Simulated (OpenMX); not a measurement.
The system is Sn.

```
Sn
1.0
     0.00000    3.23334    3.23334
     3.23334    0.00000    3.23334
     3.23334    3.23334    0.00000
Sn
2
Direct
  0.72044 0.74576 0.76177
  0.49905 0.50689 0.49090
```

This isn't the form of Sn at room conditions, which is tetragonal (white tin).

The cell isn't the ideal one: atoms moved at random, drawn with an rms of 0.1 Å.

- Program: OpenMX 3.8.5
- Task: relaxation of the atoms
- Functional: PBE
- Dispersion: D3(BJ)
- Potentials or basis: OpenMX 2013 PBE set, Sn7.0-s3p2d2, grid cutoff 500 Ry
- k mesh: 5 × 5 × 5
- Occupations: fermi-dirac, width 0.05 eV
- Spin: no spin polarisation

At the start: volume 33.80 Å³/atom.

Where does the relaxation end?

Over 9 steps the energy falls by 33.2 meV/atom; space group Fd-3m (No. 227, to 0.05 Å).

Step by step:
```csv
step,energy change (eV),largest force (eV/Å)
1,0.0000,1.0564
2,-0.0249,0.8577
3,-0.0410,0.6861
4,-0.0511,0.5330
5,-0.0572,0.4307
6,-0.0645,0.2027
7,-0.0660,0.1131
8,-0.0664,0.0547
9,-0.0665,0.0246
```

Final structure:
```cif
data_structure
_symmetry_space_group_name_H-M 'P 1'
_symmetry_Int_Tables_number 1
_cell_length_a 4.5726
_cell_length_b 4.5726
_cell_length_c 4.5726
_cell_angle_alpha 60.000
_cell_angle_beta 60.000
_cell_angle_gamma 60.000
_cell_volume 67.61
loop_
_atom_site_label
_atom_site_type_symbol
_atom_site_fract_x
_atom_site_fract_y
_atom_site_fract_z
_atom_site_occupancy
Sn1 Sn 0.73440 0.75138 0.75170 1
Sn2 Sn 0.48528 0.50131 0.50075 1
```

Caveat: the basis has few d functions beyond the semicore shells, which can make volumes several per cent too large; the energies along the path lack the entropy term of the smearing; the basis of atomic orbitals isn't converged, which shifts pressures, moduli and gaps; pairwise dispersion overbinds metals, which lowers pressure and volume.
